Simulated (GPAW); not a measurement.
# CdSe (P6_3mc): G0W0 with GPAW, start to end, part 2 of 2

How does a plane-wave GW calculation on CdSe (P6_3mc) run from the first input to the gap?

GPAW 26.7.0; LDA and many-body steps on it, plane waves. Known limits of the many-body steps: not at the basis limit; no spin-orbit coupling; coarse k mesh.

So far. Step 3 (Bands along the symmetry lines): The gap is 0.423 eV, as in the run before at this level. Step 4 (Empty states on the mesh, 3×3×2 mesh, 265 bands): On this mesh the gap is 0.423 eV.

The database entry behind the starting cell differs from later determinations by our own check (inner coordinate of an old entry), so it need not match the best structure at ambient conditions.

## 5. Screening and self-energy, 3×3×2 mesh, 255 bands, screening to 100 eV

Now the one-shot GW correction: screening in the RPA, then the self-energy of the levels asked for.

This step: G0W0 on LDA, plane waves, PAW.

The input, run.py:

```python
import json
import numpy as np
from gpaw.mpi import world
from gpaw.response.g0w0 import G0W0

gw = G0W0('full.gpw',
    filename='gw',
    kpts=[0],
    bands=(16, 20),
    ecut=100,
    nbands=255,
    integrate_gamma='WS',
    ppa=True)
gw.calculate()
res = {mode: {k: v for k, v in r.items() if k != 'sigma_eskwn'}
       for mode, r in gw.all_results.items()}

if world.rank == 0:
    with open('result.json', 'w') as f:
        json.dump(res, f, default=lambda x: x.tolist())
```

Started as:

```
mpirun -n 8 gpaw python run.py
```

Numbers of over 12 decimals in the logs are rounded to 6 here.

The program printed:

```text
Using integrator: PointIntegrator
FrequencyGridDescriptor(from 0.000+0.000j to 0.000+27.211j eV, 2 points)
Nonperiodic BCs:  [False False False]
Using integrator: PointIntegrator
FrequencyGridDescriptor(from 0.000+0.000j to 0.000+27.211j eV, 2 points)
Nonperiodic BCs:  [False False False]
  ___  _ _ _
 |   || | | |
 | | || | | |
 |__ ||_____|
 |___|

BZ k-points: Symmetries present (total): 6

  [... matrices ...]
18 k-points: 3 x 3 x 2 Monkhorst-Pack grid + [0.000000,0.000000,1/4]
6 k-points in the irreducible part of the Brillouin zone
       k-points in crystal coordinates                weights
   0:     0.00000000    0.00000000    0.00000000          1/18
   1:     0.00000000    0.00000000    0.50000000          1/18
   2:     0.33333333    0.00000000    0.00000000          6/18
   3:     0.33333333    0.00000000    0.50000000          6/18
   4:     0.33333333    0.33333333    0.00000000          2/18
   5:     0.33333333    0.33333333    0.50000000          2/18

Distributing spins, k-points and bands (1 x 1 x 4) over 8 processes
Number of blocks: 1

Quasi particle states:
k-points (IBZ indices): [0]
Band range: (16, 20)
  [... matrices ...]
Computational parameters:
Plane wave cut-off: 100 eV
Number of bands: 255
Coulomb cutoff: None
Broadening: 0.1 eV

fxc modes: GW
Kernel: RPA
Using Godby-Needs plasmon-pole approximation:
  Fitting energy: i*E0, E0 = 1.000 Hartree
Summing all q:

Calculating screened Coulomb potential
No Coulomb truncation
FrequencyGridDescriptor(from 0.000+0.000j to 0.000+27.211j eV, 2 points)
Removing empty qpoint cache files...

Calculating chi0 body with:
    Ground state adapter containing:
    Number of spins: 1
    Number of kpoints: 18
    Number of irreducible kpoints: 6
    Number of completely occupied states: 18
    Number of partially occupied states: 18
    Occupied states memory: 5.537109375 M / cpu

    Linear response parametrization:
    q_c: [0.0, 0.0, 0.0]
    Number of frequency points: 2
    Planewave cutoff: 100.0
    Number of bands: 255
    Number of planewaves: 251
    Broadening (eta): 1e-06
    comm.size: 8
    kncomm.size: 8
    blockcomm.size: 1

    Memory estimate of potentially large arrays:
        chi0_wGG: 1.922638 M / cpu
Integrating chi0 body.

Symmetries of q_c:
    Direct symmetries (Uq -> q): 6
    Indirect symmetries (TUq -> q): 6
In total 12 allowed symmetries.

  [... matrices ...]
6 groups of equivalent kpoints. 66.666667% reduction.

Integral kind: response function
Integrating chi0 head and wings.

Symmetries of q_c:
    Direct symmetries (Uq -> q): 6
    Indirect symmetries (TUq -> q): 6
In total 12 allowed symmetries.

  [... matrices ...]
6 groups of equivalent kpoints. 66.666667% reduction.

Integral kind: response function wings

Calculating chi0 body with:
    Ground state adapter containing:
    Number of spins: 1
    Number of kpoints: 18
    Number of irreducible kpoints: 6
    Number of completely occupied states: 18
    Number of partially occupied states: 18
    Occupied states memory: 5.537109375 M / cpu

[... the further q-points ...]

Results:
f:      Occupation numbers
eps:     KS-eigenvalues [eV]
vxc:     KS vxc [eV]
exx:     Exact exchange [eV]
sigma:   Self-energies [eV]
dsigma:  Self-energy derivatives
Z:       Renormalization factors
qp:      QP-energies [eV]

k-point 0 (0): (0.000, 0.000, 0.000)                GW
band       f     eps     vxc     exx   sigma  dsigma       Z      qp
                                                                   GW
  16   1.000   3.318 -17.911 -20.309   2.094  -0.273   0.786   3.079
  17   1.000   3.318 -17.911 -20.309   2.094  -0.273   0.786   3.079
  18   0.000   3.741 -13.595  -9.392  -3.422  -0.243   0.805   4.370
  19   0.000   5.208 -13.016  -8.331  -3.872  -0.244   0.804   5.861
```

The job ended after 38 s (8 MPI ranks of Intel Xeon 6975P-C (Granite Rapids), shared host; peak memory 2.8 GiB; 5 min of CPU time).

Numbers from this step:

```
G0W0 gap on the points computed              : 1.291 eV
least direct G0W0 gap on the computed points : 1.291 eV
Z at the valence top                         : 0.7857
Z at the conduction bottom                   : 0.8047
starting gap on the mesh                     : 0.4228 eV
k of the valence top                         : 0, 0, 0
k of the conduction bottom                   : 0, 0, 0
```

The gap on the mesh goes from 0.42 eV to 1.29 eV, a correction of +0.87 eV.

Limits: finite bands, cutoff and mesh; no spin-orbit coupling; coarse k mesh. v1 is the top filled band, c1 the lowest empty one. Levels before and after the correction, in eV, zero at the valence-band top of each column:

|  | conduction bottom | valence top |
| --- | --- | --- |
| Kohn-Sham | 0.42 | 0.00 |
| G0W0 | 1.29 | 0.00 |

|  | level | energy (eV) |
| --- | --- | --- |
| Kohn-Sham | Γ v2-v1 | 0.000 |
| Kohn-Sham | Γ c1 | 0.423 |
| Kohn-Sham | Γ c2 | 1.890 |
| G0W0 | Γ v2-v1 | 0.000 |
| G0W0 | Γ c1 | 1.291 |
| G0W0 | Γ c2 | 2.783 |

## 6. Where the time went

Times are wall times on the hardware named with each run, good to a factor of about two.

| step | time | share | memory (GiB) |
| --- | --- | --- | --- |
| ground state | 9 s | 11 % | 1.5 |
| bands along the symmetry lines | 15 s | 18 % | 1.6 |
| empty states on the mesh | 18 s | 23 % | 3.3 |
| screening and self-energy | 38 s | 47 % | 2.8 |

## 7. Summary of results

```json
{
  "LDA gap": "0.42 eV, direct",
  "G0W0 gap on the mesh": "1.29 eV",
  "GW settings": "3×3×2 mesh, 255 bands, screening to 100 eV, Godby-Needs plasmon pole",
  "known limits": "not at the basis limit; no spin-orbit coupling; coarse k mesh"
}
```

**Reading.** G0W0 moves the gap on the mesh from 0.42 eV to 1.29 eV (+0.87 eV), with Z of 0.79 and 0.80 at the edges. Only 1 of the mesh's irreducible points was corrected, so a valley elsewhere could overtake. The dearest step here is «screening and self-energy». Bands and cutoff are finite, so the gap is not at the basis limit. The miss can reach some tenths of an eV and take either sign; the mesh is an error of its own. These stock PAW sets were not made for GW; the filled d or f shell of Se lies in the frozen core, which bears on start and correction. In the G0W0 run levels were corrected at 1 k point alone, so a gap called «on the mesh» is the least over those, and an edge elsewhere would be missed. The 3×3×2 mesh is coarse for this cell, which bears on the long-range parts of exchange and screening. The many-body steps are scalar-relativistic: spin-orbit coupling is not in them.

[Paths, hosts, dates, memory and timing lines, banners, echoed tables and standing remarks are left out of the program output.]

[Logs are printed without paths, hosts, clocks, repeated set-up lines and the standing remarks that a program may print on its own settings, such as how far it seeks lower states.]

[Runs of the session that timed out or met a known fault of the program may be left out.]

[Hosts, paths, dates, database ids (printed as entryN), source tags and the programs' standing remarks are cut or masked in the printed files.]
